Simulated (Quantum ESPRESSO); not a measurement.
# Hf (P6/mmm) in Quantum ESPRESSO: single point with PBEsol

Aim: the single point of Hf with PBEsol.

Everything below comes from runs of Quantum ESPRESSO 7.5. Logs are shortened: lines on timing, memory, paths and dates and some standing lists are left out, and cuts for length are marked.

## Step 1: The structure

It takes space group P6/mmm (No. 191, hexagonal). Conventional cell: a = 4.962 Å, b = 4.962 Å, c = 3.086 Å, α = 90.00°, β = 90.00°, γ = 120.00°. Hf (site symmetry 6/mmm) has 14 Hf at 3.09 to 3.25 Å as nearest neighbours. Around Hf (site symmetry -6m2) lie 11 Hf at 2.87 to 3.25 Å.

This isn't the form of Hf at room conditions, which is hcp.

## Step 2: Single point, PBEsol

run.py reads:

```python
import numpy as np
from ase.calculators.espresso import Espresso, EspressoProfile
from ase.io import read

atoms = read('Hf.xyz')

input_data = {
    'control': {'calculation': 'scf', 'prefix': 'pwscf', 'outdir': './tmp', 'tprnfor': True, 'tstress': True, 'disk_io': 'nowf'},
    'system': {'ecutwfc': 45.0, 'ecutrho': 360.0, 'nbnd': 26, 'occupations': 'smearing', 'smearing': 'fd', 'degauss': 0.00367493},
    'electrons': {'conv_thr': 6e-10, 'electron_maxstep': 120, 'mixing_beta': 0.5},
}
pseudopotentials = {'Hf': 'hf_pbesol_v1.uspp.F.UPF'}
profile = EspressoProfile(command='mpirun -n 2 pw.x -nk 2', pseudo_dir='pseudo')
dft = Espresso(profile=profile, input_data=input_data, pseudopotentials=pseudopotentials, kpts=(6, 6, 9), koffset=(0, 0, 0))
atoms.calc = dft

print(f'energy {atoms.get_potential_energy():.8f} eV')
print('forces (eV/A)')
print(np.round(atoms.get_forces(), 6))
print('stress (eV/A^3, Voigt)')
print(np.round(atoms.get_stress(), 8))
print(f'Fermi level {dft.get_fermi_level():.4f} eV')
```

Hf.xyz reads:

```xyz
3
Lattice="4.9623295440 0.0000000000 0.0000000000 -2.4811647720 4.2975034470 0.0000000000 0.0000000000 0.0000000000 3.0862322500" Properties=species:S:1:pos:R:3 pbc="T T T"
Hf     0.0000000000      0.0000000000      0.0000000000
Hf    -0.0000000002      2.8650022981      1.5431161250
Hf     2.4811647722      1.4325011489      1.5431161250
```

Potentials or basis: GBRV 1.5 PBEsol.

Started as:

```
OMP_NUM_THREADS=1 python run.py
```

What it wrote:

```text
energy -6470.81880547 eV
forces (eV/A)
[[-0.  0. -0.]
 [-0. -0. -0.]
 [ 0. -0.  0.]]
stress (eV/A^3, Voigt)
[ 0.01734675  0.01734675  0.01413595  0.         -0.          0.        ]
Fermi level 14.7285 eV
```

espresso.pwi:

```text
&CONTROL
   calculation      = 'scf'
   tstress          = .true.
   tprnfor          = .true.
   outdir           = './tmp'
   prefix           = 'pwscf'
   disk_io          = 'nowf'
   pseudo_dir       = 'pseudo'
/
&SYSTEM
   nbnd             = 26
   ecutwfc          = 45.0
   ecutrho          = 360.0
   occupations      = 'smearing'
   degauss          = 0.00367493
   smearing         = 'fd'
   ntyp             = 1
   nat              = 3
   ibrav            = 0
/
&ELECTRONS
   electron_maxstep = 120
   conv_thr         = 6e-10
   mixing_beta      = 0.5
/
&IONS
/
&CELL
/
&FCP
/
&RISM
/
ATOMIC_SPECIES
Hf 178.49 hf_pbesol_v1.uspp.F.UPF

K_POINTS automatic
6 6 9  0 0 0

CELL_PARAMETERS angstrom
4.96232954400000 0.00000000000000 0.00000000000000
-2.48116477200000 4.29750344700000 0.00000000000000
0.00000000000000 0.00000000000000 3.08623225000000

ATOMIC_POSITIONS angstrom
Hf 0.0000000000 0.0000000000 0.0000000000  
Hf -0.0000000002 2.8650022981 1.5431161250  
Hf 2.4811647722 1.4325011489 1.5431161250
```

espresso.pwo:

```text
This program is part of the open-source Quantum ESPRESSO suite
     for quantum simulation of materials; please cite
         "P. Giannozzi et al., J. Phys.:Condens. Matter 21 395502 (2009);
         "P. Giannozzi et al., J. Phys.:Condens. Matter 29 465901 (2017);
         "P. Giannozzi et al., J. Chem. Phys. 152 154105 (2020);
     in publications or presentations arising from this work. More details at

Warning: card &CELL ignored
Warning: card &FCP ignored
Warning: card &RISM ignored

     Message from routine setup:
[... 7 lines left out ...]
     --------------------
     sticks:   dense  smooth     PW     G-vecs:    dense   smooth      PW
     Sum        2185    1075    313                51191    18127    2941

     Using Slab Decomposition

     bravais-lattice index     =            0
     lattice parameter (alat)  =       9.3774  a.u.
     unit-cell volume          =     444.1473 (a.u.)^3
     number of atoms/cell      =            3
     number of atomic types    =            1
     number of electrons       =        36.00
     number of Kohn-Sham states=           26
     kinetic-energy cutoff     =      45.0000  Ry
     charge density cutoff     =     360.0000  Ry
     scf convergence threshold =      6.0E-10
     mixing beta               =       0.5000
     number of iterations used =            8  plain     mixing
     Exchange-correlation= SLA  PW   PSX  PSC
                           (   1   4  10   8   0   0   0)

     celldm(1)=   9.377444  celldm(2)=   0.000000  celldm(3)=   0.000000
     celldm(4)=   0.000000  celldm(5)=   0.000000  celldm(6)=   0.000000

     crystal axes: (cart. coord. in units of alat)
               a(1) = (   1.000000   0.000000   0.000000 )
               a(2) = (  -0.500000   0.866025   0.000000 )
               a(3) = (   0.000000   0.000000   0.621932 )

     reciprocal axes: (cart. coord. in units 2 pi/alat)
               b(1) = (  1.000000  0.577350 -0.000000 )
               b(2) = (  0.000000  1.154701  0.000000 )
               b(3) = (  0.000000 -0.000000  1.607892 )

     PseudoPot. # 1 for Hf read from file:
     hf_pbesol_v1.uspp.F.UPF
     Pseudo is Ultrasoft + core correction, Zval = 12.0
     Generated by new atomic code, or converted to UPF format
     Using radial grid of  921 points,  8 beta functions with:
                l(1) =   0
                l(2) =   0
                l(3) =   0
                l(4) =   1
                l(5) =   1
                l(6) =   2
                l(7) =   2
                l(8) =   3
     Q(r) pseudized with  6 coefficients,  rinner =    1.200   1.200   1.200
                                                       1.200   1.200   1.200
                                                       1.200

     atomic species   valence    mass     pseudopotential
     Hf               12.00   178.49000     Hf( 1.00)

     24 Sym. Ops., with inversion, found

   Cartesian axes

     site n.     atom                  positions (alat units)
         1        Hf     tau(   1) = (   0.0000000   0.0000000   0.0000000  )
         2        Hf     tau(   2) = (  -0.0000000   0.5773503   0.3109661  )
         3        Hf     tau(   3) = (   0.5000000   0.2886751   0.3109661  )

     number of k points=    35  Fermi-Dirac smearing, width (Ry)=  0.0037
                       cart. coord. in units 2pi/alat
        k(    1) = (   0.0000000   0.0000000   0.0000000), wk =   0.0061728
        k(    2) = (   0.0000000   0.0000000   0.1786547), wk =   0.0123457
        k(    3) = (   0.0000000   0.0000000   0.3573094), wk =   0.0123457
        k(    4) = (   0.0000000   0.0000000   0.5359642), wk =   0.0123457
        k(    5) = (   0.0000000   0.0000000   0.7146189), wk =   0.0123457
        k(    6) = (   0.0000000   0.1924501   0.0000000), wk =   0.0370370
[... 27 lines left out ...]
        k(   34) = (   0.3333333   0.5773503   0.5359642), wk =   0.0246914
        k(   35) = (   0.3333333   0.5773503   0.7146189), wk =   0.0246914

     Dense  grid:    51191 G-vectors     FFT dimensions: (  60,  60,  36)

     Smooth grid:    18127 G-vectors     FFT dimensions: (  45,  45,  25)

     Initial potential from superposition of free atoms

     starting charge      30.0000, renormalised to      36.0000

     negative rho (up, down):  3.824E-01 0.000E+00
     Starting wfcs are   39 randomized atomic wfcs

     Self-consistent Calculation

     iteration #  1     ecut=    45.00 Ry     beta= 0.50
     Davidson diagonalization with overlap
     ethr =  1.00E-02,  avg # of iterations =  2.3

     negative rho (up, down):  3.329E-01 0.000E+00

     total energy              =    -475.16989583 Ry
     estimated scf accuracy    <       7.06331219 Ry

     iteration #  2     ecut=    45.00 Ry     beta= 0.50
     Davidson diagonalization with overlap
     ethr =  1.00E-02,  avg # of iterations =  2.0

     negative rho (up, down):  3.273E-01 0.000E+00

     total energy              =    -475.45539072 Ry
     estimated scf accuracy    <       0.57078077 Ry
[... 64 lines left out ...]
     iteration # 10     ecut=    45.00 Ry     beta= 0.50
     Davidson diagonalization with overlap
     ethr =  4.90E-11,  avg # of iterations =  3.5

     negative rho (up, down):  3.329E-01 0.000E+00

     total energy              =    -475.59645165 Ry
     estimated scf accuracy    <          1.7E-09 Ry

     iteration # 11     ecut=    45.00 Ry     beta= 0.50
     Davidson diagonalization with overlap
     ethr =  4.67E-12,  avg # of iterations =  2.1

     negative rho (up, down):  3.329E-01 0.000E+00

     End of self-consistent calculation

          k = 0.0000 0.0000 0.0000 (  2275 PWs)   bands (ev):

   -47.1067 -46.7923 -46.6860 -15.8631 -15.8631 -15.8217 -15.8217 -15.4507
   -15.2025 -15.0986 -15.0451 -15.0451   7.4947  12.2233  14.1095  14.1097
    14.1097  14.1441  14.1441  15.8514  16.8907  16.8907  17.6304  17.6304
    17.6760  17.6760

          k = 0.0000 0.0000 0.1787 (  2239 PWs)   bands (ev):

   -47.1030 -46.7892 -46.6827 -15.8487 -15.8487 -15.8133 -15.8133 -15.5111
   -15.2769 -15.1610 -15.0470 -15.0470   7.7934  12.5560  13.8469  13.8469
    13.9838  13.9838  14.6102  16.1785  16.7285  16.7285  17.4425  17.4425
    18.0457  18.0457

          k = 0.0000 0.0000 0.3573 (  2239 PWs)   bands (ev):

   -47.0939 -46.7814 -46.6745 -15.8118 -15.8118 -15.7921 -15.7921 -15.6598
   -15.4632 -15.3158 -15.0529 -15.0529   8.6241  13.2327  13.2327  13.2895
    13.5863  13.5863  16.0590  16.6414  16.6414  16.9804  16.9804  17.1585
    18.6974  18.6974
[... 73 lines left out ...]
   -47.0829 -46.7503 -46.6880 -15.9199 -15.9053 -15.8390 -15.6605 -15.6177
   -15.5340 -15.4923 -15.1784 -15.0267  10.6499  12.1864  12.9474  13.0283
    13.5149  14.1868  15.2280  15.6502  16.3400  16.3984  18.0770  18.4029
    19.2669  19.5619

          k = 0.0000 0.3849 0.7146 (  2268 PWs)   bands (ev):

   -47.0766 -46.7440 -46.6818 -15.9917 -15.9265 -15.8187 -15.7160 -15.6563
   -15.5945 -15.5497 -15.1652 -15.0195  11.3559  11.8893  12.6274  13.2417
    13.3170  14.0417  15.4883  15.5751  16.2569  16.4456  18.5674  19.1748
    19.4277  20.6213

          k = 0.0000-0.5774 0.0000 (  2264 PWs)   bands (ev):

   -47.1040 -46.7591 -46.7224 -16.1052 -15.8277 -15.6581 -15.5621 -15.4024
   -15.2623 -15.2049 -15.1469 -15.0523  10.1134  10.2287  11.1843  14.2782
    14.3298  14.3959  14.9323  15.6119  15.8333  16.3279  17.7490  17.8144
    19.1208  19.9886

          k = 0.0000-0.5774 0.1787 (  2272 PWs)   bands (ev):

   -47.1007 -46.7557 -46.7191 -16.0824 -15.8270 -15.6763 -15.5708 -15.4405
   -15.2708 -15.2502 -15.2117 -15.0465  10.3589  10.4713  11.4534  14.2129
    14.4248  14.5148  14.9950  15.1461  15.6345  16.3945  17.5399  17.8416
    19.1418  19.4176

          k = 0.0000-0.5774 0.3573 (  2248 PWs)   bands (ev):

   -47.0923 -46.7471 -46.7107 -16.0188 -15.8374 -15.7662 -15.5981 -15.4913
   -15.3908 -15.3713 -15.2504 -15.0319  10.9281  11.0322  12.1536  13.9250
    14.1624  14.4129  14.7339  15.1442  15.9847  16.2848  17.4183  18.3042
    18.7091  19.1272

          k = 0.0000-0.5774 0.5360 (  2256 PWs)   bands (ev):

   -47.0828 -46.7373 -46.7012 -15.9284 -15.9137 -15.8861 -15.6472 -15.5595
   -15.4922 -15.4873 -15.2436 -15.0153  11.4063  11.5290  13.0519  13.2326
    13.6503  14.2385  14.8480  15.2793  16.3035  16.4009  17.9967  18.3206
    19.0118  19.2817

          k = 0.0000-0.5774 0.7146 (  2274 PWs)   bands (ev):

   -47.0765 -46.7309 -46.6950 -16.0176 -15.9456 -15.8345 -15.7141 -15.6694
   -15.5276 -15.4846 -15.2396 -15.0045  11.5706  11.7465  12.7874  13.3777
    13.8299  14.0669  15.1527  15.3318  16.0072  16.3939  18.1774  18.9682
    18.9839  20.2159

          k = 0.1667 0.2887 0.0000 (  2258 PWs)   bands (ev):

   -47.1050 -46.7759 -46.7044 -16.0059 -15.9807 -15.6558 -15.5565 -15.4218
   -15.2234 -15.2062 -15.1252 -15.0428   8.5047  11.6813  11.9885  13.5012
    14.2656  14.6299  15.5166  15.7431  15.8411  16.8009  16.8036  17.7988
    19.3007  19.4314

          k = 0.1667 0.2887 0.1787 (  2262 PWs)   bands (ev):

   -47.1016 -46.7727 -46.7011 -15.9919 -15.9608 -15.6643 -15.5597 -15.4873
   -15.2787 -15.2020 -15.1883 -15.0402   8.7787  11.9627  12.2004  13.5388
    14.2402  14.2785  15.6147  15.8074  15.8467  16.4230  16.9754  17.6519
    19.1192  19.4849
[... 80 lines left out ...]
   -47.0827 -46.7193 -46.7193 -16.0238 -15.8524 -15.8524 -15.6319 -15.5246
   -15.5246 -15.3902 -15.3902 -14.9832  11.4549  12.2520  12.2520  13.3128
    14.1072  14.1072  14.8023  14.8023  16.5987  16.5987  16.7996  18.5270
    19.2311  19.7320

          k = 0.3333 0.5774 0.7146 (  2277 PWs)   bands (ev):

   -47.0765 -46.7130 -46.7130 -16.0983 -15.8798 -15.8798 -15.6534 -15.5646
   -15.5646 -15.4120 -15.4120 -14.9729  11.3532  12.6592  12.6592  13.6074
    13.6132  13.6132  15.2509  15.2509  16.1474  16.1474  17.6026  18.0896
    19.4543  21.2424

     the Fermi energy is    14.7285 ev

!    total energy              =    -475.59645165 Ry
     estimated scf accuracy    <          2.2E-10 Ry
     smearing contrib. (-TS)   =      -0.00181115 Ry
     internal energy E=F+TS    =    -475.59464050 Ry

     The total energy is F=E-TS. E is the sum of the following terms:
     one-electron contribution =     -55.27880057 Ry
     hartree contribution      =      40.94228582 Ry
     xc contribution           =    -225.84167310 Ry
     ewald contribution        =    -235.41645266 Ry

     convergence has been achieved in  11 iterations

     negative rho (up, down):  3.329E-01 0.000E+00

     Forces acting on atoms (cartesian axes, Ry/au):

     atom    1 type  1   force =    -0.00000000    0.00000000   -0.00000000
     atom    2 type  1   force =    -0.00000000   -0.00000000   -0.00000000
     atom    3 type  1   force =     0.00000000   -0.00000000    0.00000000

     Total force =     0.000000     Total SCF correction =     0.000000

     Computing stress (Cartesian axis) and pressure

     negative rho (up, down):  3.329E-01 0.000E+00
          total   stress  (Ry/bohr**3)                   (kbar)     P=      -26.08
  -0.00018893  -0.00000000   0.00000000          -27.79       -0.00        0.00
  -0.00000000  -0.00018893  -0.00000000           -0.00      -27.79       -0.00
   0.00000000  -0.00000000  -0.00015396            0.00       -0.00      -22.65

=------------------------------------------------------------------------------=
   JOB DONE.
=------------------------------------------------------------------------------=
```

It took 28 s on 2 MPI ranks of Arm Neoverse V2, shared host; peak memory 0.48 GiB.

Results:

- Free energy: -6470.8194 eV
- Pressure: -2.6 GPa
- Band gap on the k mesh: none (metal or under the smearing width)

Stress tensor (GPa, compression positive):
```
-2.78  0.00  0.00
 0.00 -2.78  0.00
 0.00  0.00 -2.26
```

Levels at points of the mesh, in eV from the Fermi level:
| k point | band 14 | band 15 | band 16 | band 17 | band 18 | band 19 | band 20 | band 21 | band 22 | band 23 |
| --- | --- | --- | --- | --- | --- | --- | --- | --- | --- | --- |
| (0.00, 0.00, 0.00) | -2.51 | -0.62 | -0.62 | -0.62 | -0.58 | -0.58 | 1.12 | 2.16 | 2.16 | 2.90 |
| (0.00, -0.50, 0.00) | -4.50 | -3.54 | -0.45 | -0.40 | -0.33 | 0.20 | 0.88 | 1.10 | 1.60 | 3.02 |

Spin-orbit coupling is left out, which matters for the levels of Hf.

## Step 3: The reference run

An earlier run on the cell as given: functional PBEsol; potentials or basis GBRV 1.5 PBEsol; cutoff 612 eV; density cutoff 4898 eV; k mesh 6 × 6 × 9; occupations fermi-dirac, width 0.05 eV; no spin polarisation.

- Pressure: -2.6 GPa
- Band gap on the k mesh: none (metal or under the smearing width)
